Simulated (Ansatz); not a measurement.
Here is an Ansatz 0.2.0 calculation.

input.yaml

```yaml
crystal:
  lattice:
    - [0.0, 2.04275, 2.04275]
    - [2.04275, 0.0, 2.04275]
    - [2.04275, 2.04275, 0.0]
  atoms:
    - { symbol: Ag, position: [0.0, 0.0, 0.0], spin: 0.5, spin_axis: [0.0, 0.0, 1.0] }
kpoints:
  mp_grid: { grid: [8, 8, 8] }
  band_path:
    path:
      - [0.0, 0.0, 0.0]
      - [0.5, 0.0, 0.5]
      - [0.5, 0.25, 0.75]
      - [0.375, 0.375, 0.75]
      - [0.0, 0.0, 0.0]
      - [0.5, 0.5, 0.5]
      - [0.625, 0.25, 0.625]
      - [0.5, 0.25, 0.75]
    npoints: 10
scf:
  occupations: { method: gaussian, width: 0.025 }
hamiltonian:
  xc: { exchange: rpbe, correlation: lyp }
  pseudopotentials: { kind: all_electron, lapw: { basis_error: 0.002 } }
magnetization:
  noncollinear: true
output:
  forces: true
  stress: true
  eigenvalues: true
  fatbands: true
  dos: { projected: true, de: 0.1, e_range: [-10, 6] }
  populations: true
```

Potentials or basis: all-electron LAPW, scalar-relativistic.

The run is started by

```console
$ ansatz run input.yaml --threads 1 --pin off --max-ram 2560MiB --backend cpu --events-out ev --progress --plain --runs-dir out
```

(1) What does it give for the band gap along the path?

(2) What does it give for the absolute moment?

(3) Predict the pressure.

(4) Estimate the net moment.

Results:

(1) none (metal or under the smearing width).

(2) 0.00 μB per cell.

(3) 17.1 GPa.

(4) 0.00 μB per cell.

Caveat: so large a pressure means that the cell lies far from this level's equilibrium, or that cutoff or potentials fall short; the starting moments weren't kept.
